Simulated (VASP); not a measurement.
# Al3Cu (P4/mmm) in VASP: reference runs

How does Al3Cu come out in PBEsol? The cell is run as given and disturbed.

Everything below comes from runs of VASP 6.6.1. Logs are shortened: lines on timing, memory, paths and dates and some standing lists are left out, and cuts for length are marked.

## Step 1: The structure

It takes space group P4/mmm (No. 123, tetragonal). Conventional cell: a = 2.778 Å, b = 2.778 Å, c = 7.513 Å, α = 90.00°, β = 90.00°, γ = 90.00°. Cu (site symmetry 4/mmm) has 8 Al at 2.60 Å and 4 Cu at 2.78 Å as nearest neighbours. Al (site symmetry 4mm) has 4 Cu at 2.60 Å and 8 Al at 2.78 to 2.85 Å as nearest neighbours. Al (site symmetry 4/mmm) is surrounded by 12 Al at 2.78 to 2.85 Å.

The cell comes from a database or a generator and needn't be the stable form of this composition.

## Step 2: Single point, PBEsol

Contents of INCAR:

```
PREC = Accurate
ENCUT = 520
EDIFF = 1E-7
ISMEAR = -1
SIGMA = 0.05
LREAL = False
LASPH = True
NELM = 60
ALGO = Normal
ISIF = 2
LWAVE = False
LCHARG = False
GGA = PS
NBANDS = 18
```

Contents of KPOINTS:

```
Automatic mesh
0
Gamma
  10 10 4
```

Contents of POSCAR:

```
Al3Cu
1.0
    2.7784054294      0.0000000000      0.0000000000
    0.0000000000      2.7784054294      0.0000000000
    0.0000000000      0.0000000000      7.5134034100
Cu Al
1 3
Direct
    0.0000000000      0.0000000000      0.0000000000
    0.5000000000      0.5000000000      0.7738844900
    0.5000000000      0.5000000000      0.2261155100
    0.0000000000      0.0000000000      0.5000000000
```

Potentials or basis: VASP PAW PBE potentials, release 64 (Cu, Al).

On the command line:

```console
cat potpaw_PBE.64/Cu/POTCAR potpaw_PBE.64/Al/POTCAR > POTCAR
mpirun -np 1 vasp_std > vasp.out
```

OUTCAR:

```text
PREC = Accurate
   ENCUT = 520
   EDIFF = 1E-7
   ISMEAR = -1
   LREAL = False
   LASPH = True
   NELM = 60
   ISIF = 2
   GGA = PS

 ion  position               nearest neighbor table
   1  0.000  0.000  0.000-   2 2.60   3 2.60   2 2.60   3 2.60   2 2.60   3 2.60   2 2.60   3 2.60

   2  0.500  0.500  0.774-   1 2.60   1 2.60   1 2.60   1 2.60   4 2.85   4 2.85   4 2.85   4 2.85

   3  0.500  0.500  0.226-   1 2.60   1 2.60   1 2.60   1 2.60   4 2.85   4 2.85   4 2.85   4 2.85

   4  0.000  0.000  0.500-   2 2.85   3 2.85   2 2.85   3 2.85   2 2.85   3 2.85   2 2.85   3 2.85

  LATTYP: Found a simple tetragonal cell.
 ALAT       =     2.7784054294
 C/A-ratio  =     2.7042141980

  Lattice vectors:

 A1 = (   2.7784054294,   0.0000000000,   0.0000000000)
 A2 = (   0.0000000000,   2.7784054294,   0.0000000000)
 A3 = (   0.0000000000,   0.0000000000,   7.5134034100)

Analysis of symmetry for initial positions (statically):
=====================================================================
 Subroutine PRICEL returns:
 Original cell was already a primitive cell.

 Routine SETGRP: Setting up the symmetry group for a
 simple tetragonal supercell.

 Subroutine GETGRP returns: Found 16 space group operations
 (whereof 16 operations were pure point group operations)
 out of a pool of 16 trial point group operations.

The static configuration has the point symmetry D_4h.

Analysis of symmetry for dynamics (positions and initial velocities):
=====================================================================
 Subroutine PRICEL returns:
 Original cell was already a primitive cell.

 Routine SETGRP: Setting up the symmetry group for a
 simple tetragonal supercell.

 Subroutine GETGRP returns: Found 16 space group operations
 (whereof 16 operations were pure point group operations)
 out of a pool of 16 trial point group operations.

The dynamic configuration has the point symmetry D_4h.

 Subroutine INISYM returns: Found 16 space group operations
 (whereof 16 operations are pure point group operations),
 and found     1 'primitive' translations

----------------------------------------------------------------------------------------

                                     Primitive cell

[... 86 lines left out ...]
   ISTART =      0    job   : 0-new  1-cont  2-samecut
   ICHARG =      2    charge: 1-file 2-atom 10-const
   ISPIN  =      1    spin polarized calculation?
   LNONCOLLINEAR =      F non collinear calculations
   LSORBIT =      F    spin-orbit coupling
   LASPH  =      T    aspherical Exc in radial PAW
   ENCUT  =  520.0 eV  38.22 Ry    6.18 a.u.   5.17  5.17 13.97*2*pi/ulx,y,z
   NELM   =     60;   NELMIN=  2; NELMDL= -5     # of ELM steps
   EDIFF  = 0.1E-06   stopping-criterion for ELM
   LREAL  =      F    real-space projection
   EDIFFG = 0.1E-05   stopping-criterion for IOM
   NSW    =      0    number of steps for IOM
   IBRION =     -1    ionic relax: 0-MD 1-quasi-New 2-CG
   NFREE  =      0    steps in history (QN), initial steepest desc. (CG)
   ISIF   =      2    stress and relaxation
   ISYM   =      2    0-nonsym 1-usesym 2-fastsym
   POTIM  = 0.5000    time-step for ionic-motion
   TEBEG  =    0.0;   TEEND  =   0.0 temperature during run
   PSTRESS=    0.0 pullay stress
   NELECT =      20.0000    total number of electrons
   NUPDOWN=      -1.0000    fix difference up-down
   EMIN   =  10.00;   EMAX   =-10.00  energy-range for DOS
   EFERMI =   0.00;   METHOD = LEGACY
   ISMEAR =    -1;   SIGMA  =   0.05  broadening in eV -4-tet -1-fermi 0-gaus
   EFERMI_NEDOS =   21; number of points for ismear=-14 and -15
   IALGO  =     38    algorithm
   IMIX   =      4    mixing-type and parameters
     AMIX     =   0.40;   BMIX     =  1.00
     AMIX_MAG =   1.60;   BMIX_MAG =  1.00
  volume/ion in A,a.u.               =      14.50        97.85
  Fermi-wavevector in a.u.,A,eV,Ry     =   1.148001  2.169407 17.931197  1.317906
  Thomas-Fermi vector in A             =   2.284678
   LORBIT       =      0    0 simple, 1 ext, 2 COOP (PROOUT), +10 PAW based schemes
   GGA     = PS    functional components
   LHFCALC =     F    Hartree Fock is set to
   AEXX    =    0.0000 exact exchange contribution
   IVDW    =     0    specifies the selected vdW correction
   LEPSILON=     F    determine dielectric tensor
   LRPA    =     F    only Hartree local field effects (RPA)
 non-spin polarized calculation
  energy-cutoff  :      520.00
  volume of cell :       58.00
 maximum number of plane-waves:      1580
 NGX is ok and might be reduce to    24
   NGX = 11   NGY = 11   NGZ = 27

 number of electron      20.0000014 magnetization

 Free energy of the ion-electron system (eV)
  ---------------------------------------------------
  ext. energy  EPLUGINS =         0.00000000
  ---------------------------------------------------
  free energy    TOTEN  =       -16.98506992 eV

  energy without entropy =      -16.97523202  energy(sigma->0) =      -16.98015097

 E-fermi :   8.5442     XC(G=0): -10.9993

 val. band max:        8.5437507082   @ k =   0.3000   0.0000   0.2500
 cond. band min:       8.5940625037   @ k =   0.5000   0.2000   0.5000
 fundamental gap:      0.0503117955
 Fermi energy:         8.5441599235

 k-point     1 :       0.0000    0.0000    0.0000
  band No.  band energies     occupation
      1      -2.7658      2.00000
      2      -0.3225      2.00000
      3       0.0381      2.00000
      4       4.0371      2.00000
      5       4.1313      2.00000
      6       4.9202      2.00000
[... 481 lines left out ...]
      5       4.1833      2.00000
      6       4.7076      2.00000
[... 10 lines left out ...]
     17      17.3328      0.00000
     18      17.6523      0.00000

 [... further k-points ...]
[... 5 lines left out ...]
  --------------------------------------------------------------------------------------
  -------------------------------------------------------------------------------------
  Total        0.3325926      0.3325926      0.7348936      0.0000000      0.0000000      0.0000000
  in kB        9.1874561      9.1874561     20.3005182      0.0000000      0.0000000      0.0000000
  external PRESSURE =      12.8918102 kB  Pullay stress =       0.0000000 kB

 VOLUME and BASIS-vectors are now :
 -----------------------------------------------------------------------------
  energy-cutoff  :      520.00
  volume of cell :       58.00
      direct lattice vectors                 reciprocal lattice vectors
     2.778405429  0.000000000  0.000000000     0.359918675  0.000000000  0.000000000
     0.000000000  2.778405429  0.000000000     0.000000000  0.359918675  0.000000000
     0.000000000  0.000000000  7.513403410     0.000000000  0.000000000  0.133095476

 POSITION                                       TOTAL-FORCE (eV/Angst)
 -----------------------------------------------------------------------------------
      0.00000      0.00000      0.00000        -0.000000     -0.000000      0.000000
      1.38920      1.38920      5.81451        -0.000000      0.000000      0.187930
      1.38920      1.38920      1.69890         0.000000     -0.000000     -0.187930
      0.00000      0.00000      3.75670        -0.000000     -0.000000      0.000000
 -----------------------------------------------------------------------------------
    total drift:                                0.000000      0.000000     -0.000000

  FREE ENERGIE OF THE ION-ELECTRON SYSTEM (eV)
  ---------------------------------------------------
  free  energy   TOTEN  =       -16.9850699208 eV

  energy  without entropy=      -16.9752320158  energy(sigma->0) =      -16.98015097
```

stdout:

```text
POSCAR found type information on POSCAR CuAl
 POSCAR found :  2 types and       4 ions
 scaLAPACK will be used
 -----------------------------------------------------------------------------
|                                                                             |
|                                                                             |
|     You enforced a specific xc type in the INCAR file but a different       |
|     I HOPE YOU KNOW WHAT YOU ARE DOING!                                     |
|                                                                             |
 -----------------------------------------------------------------------------

 LDA part: xc-table for (Slater+PW92), standard interpolation
 POSCAR, INCAR and KPOINTS ok, starting setup
 FFT: planning ... GRIDC
 FFT: planning ... GRID_SOFT
 FFT: planning ... GRID
 WAVECAR not read
 entering main loop
```

It took 38 s on 1 thread of Intel Xeon Platinum 8488C (Sapphire Rapids), shared host; peak memory 0.21 GiB.

Results:

- Free energy: -16.9851 eV
- Pressure: 1.3 GPa
- Largest force: 0.188 eV/Å
- Band gap on the k mesh: none (metal or under the smearing width)

Forces in eV/Å, atoms in the order of the input:
```
Cu   0.000  0.000  0.000
Al   0.000  0.000  0.188
Al   0.000  0.000 -0.188
Al   0.000  0.000  0.000
```

Stress tensor (GPa, compression positive):
```
0.92 0.00 0.00
0.00 0.92 0.00
0.00 0.00 2.03
```

Caveat: the PAW data sets were made with another functional, which shifts forces and pressure a little.

## Step 3: Single point, PBEsol (atoms moved at random, drawn with an rms of 0.05 Å)

INCAR is that of step 2.

KPOINTS is that of step 2.

Contents of POSCAR:

```
Al3Cu
1.0
    2.7784054294      0.0000000000      0.0000000000
    0.0000000000      2.7784054294      0.0000000000
    0.0000000000      0.0000000000      7.5134034100
Cu Al
1 3
Direct
   -0.0095260000      0.0067810000     -0.0042260000
    0.4950120000      0.4991830000      0.7718730000
    0.5002860000      0.4999770000      0.2306830000
    0.0044660000     -0.0056050000      0.4977400000
```

Potentials or basis: VASP PAW PBE potentials, release 64 (Cu, Al).

On the command line:

```console
cat potpaw_PBE.64/Cu/POTCAR potpaw_PBE.64/Al/POTCAR > POTCAR
mpirun -np 1 vasp_std > vasp.out
```

OUTCAR:

```text
PREC = Accurate
   ENCUT = 520
   EDIFF = 1E-7
   ISMEAR = -1
   LREAL = False
   LASPH = True
   NELM = 60
   ISIF = 2
   GGA = PS

 ion  position               nearest neighbor table
   1  0.990  0.007  0.996-   2 2.57   2 2.58   2 2.59   2 2.60   3 2.62   3 2.64   3 2.65   3 2.67

   2  0.495  0.499  0.772-   1 2.57   1 2.58   1 2.59   1 2.60   4 2.83   4 2.84   4 2.85   4 2.87

   3  0.500  0.500  0.231-   1 2.62   1 2.64   1 2.65   1 2.67   4 2.79   4 2.81   4 2.81   4 2.82

[... 699 lines left out ...]
     17      17.4223      0.00000
     18      18.6129      0.00000

 [... further k-points ...]
[... 5 lines left out ...]
  --------------------------------------------------------------------------------------
  -------------------------------------------------------------------------------------
  Total        0.2164742      0.2163996      0.8612633     -0.0041502     -0.0080912     -0.0079571
  in kB        5.9798281      5.9777695     23.7913226     -0.1146451     -0.2235102     -0.2198050
  external PRESSURE =      11.9163068 kB  Pullay stress =       0.0000000 kB

 VOLUME and BASIS-vectors are now :
 -----------------------------------------------------------------------------
  energy-cutoff  :      520.00
  volume of cell :       58.00
      direct lattice vectors                 reciprocal lattice vectors
     2.778405429  0.000000000  0.000000000     0.359918675  0.000000000  0.000000000
     0.000000000  2.778405429  0.000000000     0.000000000  0.359918675  0.000000000
     0.000000000  0.000000000  7.513403410     0.000000000  0.000000000  0.133095476

 POSITION                                       TOTAL-FORCE (eV/Angst)
 -----------------------------------------------------------------------------------
      2.75194      0.01884      7.48165         0.048396     -0.054920      0.215515
      1.37534      1.38693      5.79939         0.000974      0.028771      0.199803
      1.39000      1.38914      1.73321        -0.026361      0.008764     -0.558318
      0.01241      2.76283      3.73972        -0.023009      0.017385      0.142999
 -----------------------------------------------------------------------------------
    total drift:                                0.000161     -0.000516     -0.000012

  FREE ENERGIE OF THE ION-ELECTRON SYSTEM (eV)
  ---------------------------------------------------
  free  energy   TOTEN  =       -16.9631201963 eV

  energy  without entropy=      -16.9543300184  energy(sigma->0) =      -16.95872511
```

stdout:

```text
POSCAR found type information on POSCAR CuAl
 POSCAR found :  2 types and       4 ions
 scaLAPACK will be used
 -----------------------------------------------------------------------------
|                                                                             |
|                                                                             |
|     You enforced a specific xc type in the INCAR file but a different       |
|     I HOPE YOU KNOW WHAT YOU ARE DOING!                                     |
|                                                                             |
 -----------------------------------------------------------------------------

 LDA part: xc-table for (Slater+PW92), standard interpolation
 POSCAR, INCAR and KPOINTS ok, starting setup
 FFT: planning ... GRIDC
 FFT: planning ... GRID_SOFT
 FFT: planning ... GRID
 WAVECAR not read
 entering main loop
```

Run time: 2.9 min. Hardware: 1 thread of Intel Xeon Platinum 8488C (Sapphire Rapids), shared host; peak memory 0.31 GiB.

What came out:

| Property | Result |
| --- | --- |
| Free energy | -16.9631 eV |
| Pressure | 1.2 GPa |
| Largest force | 0.559 eV/Å |
| Band gap on the k mesh | none (metal or under the smearing width) |

Forces on the atoms (eV/Å):
```
Cu   0.048 -0.055  0.216
Al   0.001  0.029  0.200
Al  -0.026  0.009 -0.558
Al  -0.023  0.017  0.143
```

Caveat: the PAW data sets were made with another functional, which shifts forces and pressure a little.
